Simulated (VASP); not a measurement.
# VASP 6.6.1 run: MgS

INCAR

```
NELM = 120
LASPH = .TRUE.
LWAVE = .FALSE.
ISMEAR = -1
LCHARG = .FALSE.
LREAL = .FALSE.
ENCUT = 520
EDIFF = 1E-7
GGA = AM
ALGO = Conjugate
PREC = Accurate
NSW = 0
ISYM = -1
IBRION = -1
SIGMA = 0.02
ISIF = 2
NBANDS = 11
```

KPOINTS

```
KPOINTS created by Atomic Simulation Environment
0
Gamma
4 4 4
0 0 0
```

POSCAR

```
Mg S
 1.0000000000000000
     0.0000000000000000    2.8308768411999998    2.8025680728000002
     2.8308768411999998    0.0000000000000000    2.8025680728000002
     2.8308768411999998    2.8308768411999998    0.0000000000000000
 Mg  S
   1   1
Cartesian
  0.0000000000000000  0.0000000000000000  0.0000000000000000
  1.4154384205999997  1.4154384205999997  1.4012840364000001
```

The recommended PBE PAW datasets give the neutral cell 8 valence electrons.

Command

```
mpirun -np 1 vasp_std
```

OSZICAR

```
N       E                     dE             d eps       ncg     rms           ort
DAV:   1     0.229965473949E+02    0.22997E+02   -0.38476E+03   704   0.650E+02
DAV:   2    -0.721677619523E+01   -0.30213E+02   -0.28838E+02   704   0.984E+01
DAV:   3    -0.897904996636E+01   -0.17623E+01   -0.17598E+01   704   0.258E+01
DAV:   4    -0.899370529913E+01   -0.14655E-01   -0.14654E-01   704   0.282E+00
DAV:   5    -0.899388630114E+01   -0.18100E-03   -0.18100E-03   704   0.304E-01
SDA:   6    -0.797994654958E+01    0.10139E+01   -0.18100E-03   704   0.177E+01   0.000E+00
CGA:   7    -0.847292417851E+01   -0.49298E+00   -0.49336E+00   704   0.864E-01  -0.145E-02
CGA:   8    -0.851425179573E+01   -0.41328E-01   -0.41378E-01   704   0.153E-01  -0.278E-03
CGA:   9    -0.852050737305E+01   -0.62556E-02   -0.62559E-02   704   0.172E-02  -0.510E-05
CGA:  10    -0.852118760202E+01   -0.68023E-03   -0.68052E-03   704   0.135E-03  -0.205E-05
CGA:  11    -0.852124309771E+01   -0.55496E-04   -0.55625E-04   704   0.136E-04  -0.892E-06
CGA:  12    -0.852124937683E+01   -0.62791E-05   -0.62244E-05   704   0.170E-05   0.305E-06
CGA:  13    -0.852125012600E+01   -0.74916E-06   -0.73689E-06   704   0.172E-06   0.980E-07
CGA:  14    -0.852125021417E+01   -0.88168E-07   -0.88436E-07   704   0.250E-07  -0.153E-08
   1 F= -.85212502E+01 E0= -.85212502E+01  d E =-.532288E-11
```

From OUTCAR

```
k-points           NKPTS =     64   k-points in BZ     NKDIM =     64   number of bands    NBANDS=     11

   NELECT =       8.0000    total number of electrons

   dimension x,y,z NGX =    30 NGY =   30 NGZ =   30
   dimension x,y,z NGXF=    60 NGYF=   60 NGZF=   60

  energy-cutoff  :      520.00
  volume of cell :       44.92
      direct lattice vectors                 reciprocal lattice vectors
     0.000000000  2.830876841  2.802568073    -0.176623721  0.176623721  0.178407798
     2.830876841  0.000000000  2.802568073     0.176623721 -0.176623721  0.178407798
     2.830876841  2.830876841  0.000000000     0.176623721  0.176623721 -0.178407798

 k-points in reciprocal lattice and weights: KPOINTS created by Atomic Simulation Env
   0.00000000  0.00000000  0.00000000       0.016
   0.25000000  0.00000000  0.00000000       0.016
   0.50000000  0.00000000  0.00000000       0.016
  -0.25000000 -0.00000000  0.00000000       0.016
   0.00000000  0.25000000  0.00000000       0.016
   0.25000000  0.25000000  0.00000000       0.016
   0.50000000  0.25000000  0.00000000       0.016
  -0.25000000  0.25000000  0.00000000       0.016
   ...

 E-fermi :   1.6133

 k-point     1 :       0.0000    0.0000    0.0000
  band No.  band energies     occupation
      1     -10.1109      2.00000
      2       1.1439      2.00000
      3       1.1439      2.00000
      4       1.1697      2.00000
      5       4.6468      0.00000
      6       9.0896      0.00000
      7       9.0896      0.00000
      8       9.1002      0.00000
      9      11.8901      0.00000
     10      12.0579      0.00000
     11      14.9504      0.00000

 k-point     2 :       0.2500    0.0000    0.0000
  band No.  band energies     occupation
      1      -9.7870      2.00000
      2      -0.7257      2.00000
      3       0.9586      2.00000
      4       0.9933      2.00000
      5       6.1544      0.00000
      6       8.9621      0.00000
      7       9.2685      0.00000
      8       9.3433      0.00000
      9      11.5557      0.00000
     10      11.5849      0.00000
     11      13.4152      0.00000

 k-point     3 :       0.5000    0.0000    0.0000
  band No.  band energies     occupation
      1      -9.4051      2.00000
      2      -2.0275      2.00000
      3       0.7952      2.00000
      4       0.8452      2.00000
      5       6.2821      0.00000
      6       8.7175      0.00000
      7       8.8170      0.00000
      8       9.7754      0.00000
      9      14.0826      0.00000
     10      14.3126      0.00000
     11      14.4075      0.00000

 k-point     4 :      -0.2500   -0.0000    0.0000
  band No.  band energies     occupation
      1      -9.7870      2.00000
      2      -0.7257      2.00000
      3       0.9586      2.00000
      4       0.9933      2.00000
      5       6.1544      0.00000
      6       8.9621      0.00000
      7       9.2685      0.00000
      8       9.3433      0.00000
      9      11.5557      0.00000
     10      11.5849      0.00000
     11      13.4152      0.00000

 k-point     5 :       0.0000    0.2500    0.0000
  band No.  band energies     occupation
      1      -9.7870      2.00000
      2      -0.7257      2.00000
      3       0.9586      2.00000
      4       0.9933      2.00000
      5       6.1544      0.00000
      6       8.9621      0.00000
      7       9.2685      0.00000
      8       9.3433      0.00000
      9      11.5557      0.00000
     10      11.5849      0.00000
     11      13.4152      0.00000

 ...

  Total        0.2152045      0.2152043      0.2706870     -0.0000013      0.0000012     -0.0000026
  in kB        7.6759785      7.6759731      9.6549458     -0.0000476      0.0000444     -0.0000930
  external PRESSURE =       8.3356324 kB  Pullay stress =       0.0000000 kB

 POSITION                                       TOTAL-FORCE (eV/Angst)
 -----------------------------------------------------------------------------------
      0.00000      0.00000      0.00000         0.000000     -0.000002     -0.000003
      1.41544      1.41544      1.40128        -0.000000      0.000002      0.000003
 -----------------------------------------------------------------------------------
    total drift:                               -0.000001      0.000002      0.000004

  FREE ENERGIE OF THE ION-ELECTRON SYSTEM (eV)
  ---------------------------------------------------
  free  energy   TOTEN  =        -8.5212502142 eV

  energy  without entropy=       -8.5212502142  energy(sigma->0) =       -8.52125021
```

It converged. Results: gap between bands v and c on the k mesh 3.48 eV; least direct gap on the k mesh 3.48 eV; pressure 0.8 GPa. Band v is the last that the valence electrons fill when counted band by band, and c is the next.

For comparison, a separate PBE run of the intended cell, on usual settings and not on those above, gives a gap of 3.49 eV on its mesh and a pressure of 1.5 GPa.

The run above took about 32 s on one core of a shared host (Intel Xeon Platinum 8488C) and held 0.2 GiB at most.
